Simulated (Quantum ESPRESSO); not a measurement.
## Al2Pt under changes of volume

One of the cells (17.202 Å³/atom); the others are scaled copies at fixed shape and fractional positions:

```xyz
3
Lattice="0.0000 2.9550 2.9550 2.9550 0.0000 2.9550 2.9550 2.9550 0.0000" Properties=species:S:1:pos:R:3 pbc="T T T"
Pt    0.0000    0.0000    0.0000
Al    4.4325    4.4325    4.4325
Al    1.4775    1.4775    1.4775
```

- Program: Quantum ESPRESSO 7.5
- Functional: LDA
- Potentials or basis: GBRV 1.5 LDA
- Cutoff: 612 eV
- Density cutoff: 4898 eV
- k mesh: 8 × 8 × 8
- Occupations: fermi-dirac, width 0.05 eV
- Spin: no spin polarisation

| volume (Å³/atom) | energy over the lowest point (meV/atom) | pressure (GPa) |
| --- | --- | --- |
| 16.170 | 7.90 | 5.0 |
| 16.514 | 0.50 | 1.6 |
| 16.858 | 0.00 | -1.4 |
| 17.202 | 5.56 | -4.1 |
| 17.546 | 16.73 | -6.5 |
| 17.890 | ? | ? |
| 18.234 | 53.09 | -10.6 |

Task: What does the run at 17.890 Å³/atom give?

Result: Energy over the lowest point 32.71 meV/atom; pressure -8.7 GPa.

Worked out: A Birch-Murnaghan fit of order 3 (a polynomial in V^(-2/3)) to the other rows has its minimum at 16.71 Å³/atom with B0 = V·E''(V) = 146 GPa and B' = 4.5. It gives 32.71 meV/atom at 17.890 Å³/atom, against the run's 32.71, and -dE/dV = -8.5 GPa, against -8.7.

Energies are extrapolated to zero smearing.
